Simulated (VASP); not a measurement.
These are AM05 GGA, VASP's PBE PAW potentials (set 64) (plane waves; VASP) values and carry that method's errors.

A VASP calculation is set up with these files.

File POSCAR:
```
CsCl
1.0
  4.1200000000   0.0000000000   0.0000000000
  0.0000000000   4.1200000000   0.0000000000
  0.0000000000   0.0000000000   4.1200000000
Cs Cl
1 1
Direct
  0.0000000000   0.0000000000   0.0000000000
  0.5000000000   0.5000000000   0.5000000000
```

INCAR:
```
ISMEAR  =  0   ! Gaussian
LASPH  =  .True.
EDIFF  =  1E-6
SIGMA  =  0.05
GGA  =  AM
SYSTEM  =  CsCl
ENCUT  =  520
PREC  =  Accurate
ALGO  =  Normal   ! blocked Davidson
NELM  =  100
LWAVE  =  .False.
EDIFFG  =  -0.01   ! ionic stop
LCHARG  =  .False.
IBRION  =  2
LMAXMIX  =  4
ISIF  =  3   ! ions, shape and volume
LREAL  =  .False.
NSW  =  60   ! most ionic steps
```

File KPOINTS:
```
Regular mesh
0
G
6 6 6
0 0 0
```

POTCAR, in this order: Cs_sv Cl (PBE.64 set). Program: vasp_std.

Output

### OUTCAR
```
 ion  position               nearest neighbor table
   1  0.000  0.000  0.000-
   2  0.500  0.500  0.500-
  LATTYP: Found a simple cubic cell.
 ALAT       =     4.1200000000
 Subroutine PRICEL returns:
 Original cell was already a primitive cell.
 Subroutine GETGRP returns: Found 48 space group operations
The static configuration has the point symmetry O_h .
The dynamic configuration has the point symmetry O_h .
 Subroutine INISYM returns: Found 48 space group operations
 Subroutine IBZKPT returns following result:
 Found     20 irreducible k-points:

 Following reciprocal coordinates:
            Coordinates               Weight
  0.000000  0.000000  0.000000      1.000000
  0.166667  0.000000  0.000000      6.000000
  0.333333  0.000000  0.000000      6.000000
  0.500000  0.000000  0.000000      3.000000
  0.166667  0.166667  0.000000     12.000000
  0.333333  0.166667  0.000000     24.000000
  0.500000  0.166667  0.000000     12.000000
  0.333333  0.333333  0.000000     12.000000
  0.500000  0.333333  0.000000     12.000000
...
```

**OSZICAR**
```
       N       E                     dE             d eps       ncg     rms          rms(c)
DAV:   1     0.953245929327E+02    0.95325E+02   -0.68362E+03   480   0.114E+03
DAV:   2    -0.134042346909E+00   -0.95459E+02   -0.87398E+02   716   0.190E+02
DAV:   3    -0.673308512464E+01   -0.65990E+01   -0.65731E+01   596   0.565E+01
DAV:   4    -0.680214055856E+01   -0.69055E-01   -0.69019E-01   572   0.685E+00
DAV:   5    -0.680309591632E+01   -0.95536E-03   -0.95530E-03   604   0.818E-01    0.217E+00
DAV:   6    -0.647891895474E+01    0.32418E+00   -0.56748E-01   544   0.433E+00    0.159E+00
DAV:   7    -0.644191048780E+01    0.37008E-01   -0.17969E-01   664   0.242E+00    0.938E-01
DAV:   8    -0.644382256170E+01   -0.19121E-02   -0.15207E-02   552   0.973E-01    0.133E-01
DAV:   9    -0.644454281143E+01   -0.72025E-03   -0.35083E-03   616   0.406E-01    0.109E-01
DAV:  10    -0.644467379623E+01   -0.13098E-03   -0.29460E-04   560   0.144E-01    0.181E-02
DAV:  11    -0.644469172658E+01   -0.17930E-04   -0.48761E-05   612   0.496E-02    0.573E-03
DAV:  12    -0.644469366084E+01   -0.19343E-05   -0.11128E-05   552   0.233E-02    0.274E-03
DAV:  13    -0.644469343532E+01    0.22553E-06   -0.45290E-07   380   0.525E-03
   1 F= -.64446934E+01 E0= -.64446934E+01  d E =-.644469E+01
       N       E                     dE             d eps       ncg     rms          rms(c)
DAV:   1    -0.646697570576E+01   -0.22282E-01   -0.38315E-01   480   0.421E+00    0.744E-01
DAV:   2    -0.645007990206E+01    0.16896E-01   -0.29717E-02   496   0.105E+00    0.252E-01
DAV:   3    -0.644696666949E+01    0.31132E-02   -0.83510E-03   480   0.565E-01    0.139E-01
DAV:   4    -0.644677216416E+01    0.19451E-03   -0.63298E-04   532   0.165E-01    0.372E-02
DAV:   5    -0.644677056615E+01    0.15980E-05   -0.41862E-05   540   0.439E-02    0.190E-02
DAV:   6    -0.644677038484E+01    0.18132E-06   -0.28151E-06   492   0.129E-02
   2 F= -.64467704E+01 E0= -.64467704E+01  d E =-.207695E-02
       N       E                     dE             d eps       ncg     rms          rms(c)
DAV:   1    -0.645927486359E+01   -0.12504E-01   -0.22459E-01   480   0.322E+00    0.570E-01
DAV:   2    -0.644937452482E+01    0.99003E-02   -0.17502E-02   496   0.807E-01    0.192E-01
DAV:   3    -0.644756249859E+01    0.18120E-02   -0.48556E-03   480   0.430E-01    0.106E-01
DAV:   4    -0.644744604762E+01    0.11645E-03   -0.37335E-04   516   0.126E-01    0.284E-02
DAV:   5    -0.644744505649E+01    0.99114E-06   -0.24092E-05   540   0.333E-02    0.145E-02
DAV:   6    -0.644744488019E+01    0.17630E-06   -0.14910E-06   368   0.990E-03
   3 F= -.64474449E+01 E0= -.64474449E+01  d E =-.275144E-02
       N       E                     dE             d eps       ncg     rms          rms(c)
DAV:   1    -0.644860310685E+01   -0.11581E-02   -0.21032E-02   480   0.987E-01    0.175E-01
DAV:   2    -0.644767990050E+01    0.92321E-03   -0.16400E-03   496   0.246E-01    0.586E-02
DAV:   3    -0.644751119994E+01    0.16870E-03   -0.45171E-04   480   0.131E-01    0.323E-02
DAV:   4    -0.644749895508E+01    0.12245E-04   -0.34934E-05   516   0.385E-02    0.866E-03
DAV:   5    -0.644749872766E+01    0.22741E-06   -0.21594E-06   452   0.101E-02
   4 F= -.64474987E+01 E0= -.64474987E+01  d E =-.280529E-02
```

File OUTCAR:
```
------------------------ aborting loop because EDIFF is reached ----------------------------------------
  FORCE on cell =-STRESS in cart. coord.  units (eV):
  Direction    XX          YY          ZZ          XY          YZ          ZX
  --------------------------------------------------------------------------------------
  Total        0.0021770      0.0021770      0.0021770     -0.0000000     -0.0000000      0.0000000
  in kB        0.0484861      0.0484861      0.0484861     -0.0000000     -0.0000000      0.0000000
  external PRESSURE =       0.0484861 kB  Pullay stress =       0.0000000 kB
  volume of cell :       71.94
      direct lattice vectors                 reciprocal lattice vectors
     4.158964481  0.000000000 -0.000000000     0.240444467 -0.000000000  0.000000000
     0.000000000  4.158964481 -0.000000000    -0.000000000  0.240444467 -0.000000000
    -0.000000000  0.000000000  4.158964481     0.000000000  0.000000000  0.240444467
 POSITION                                       TOTAL-FORCE (eV/Angst)
 -----------------------------------------------------------------------------------
      0.00000      0.00000      0.00000        -0.000000     -0.000000      0.000000
      2.07948      2.07948      2.07948         0.000000      0.000000      0.000000
 -----------------------------------------------------------------------------------
    total drift:                                0.000000      0.000000     -0.000000
  FREE ENERGIE OF THE ION-ELECTRON SYSTEM (eV)
  ---------------------------------------------------
  free  energy   TOTEN  =        -6.4474987277 eV

  energy  without entropy=       -6.4474987277  energy(sigma->0) =       -6.44749873

 reached required accuracy - stopping structural energy minimisation
```
(Selected blocks of OUTCAR.)

### CONTCAR
```
CsCl
   1.00000000000000
     4.1589644814770743    0.0000000000000000   -0.0000000000000000
     0.0000000000000000    4.1589644814770743   -0.0000000000000000
    -0.0000000000000000    0.0000000000000000    4.1589644814770743
  Cs              Cl
     1     1
Direct
     0.0000000000000000    0.0000000000000000    0.0000000000000000
     0.5000000000000000    0.5000000000000000    0.5000000000000000
```

Energy and stress use the plane-wave basis of the starting cell.

The compound is CsCl in the CsCl type structure. This run relaxes it. Symmetry was kept, so distortions that lower it aren't found.
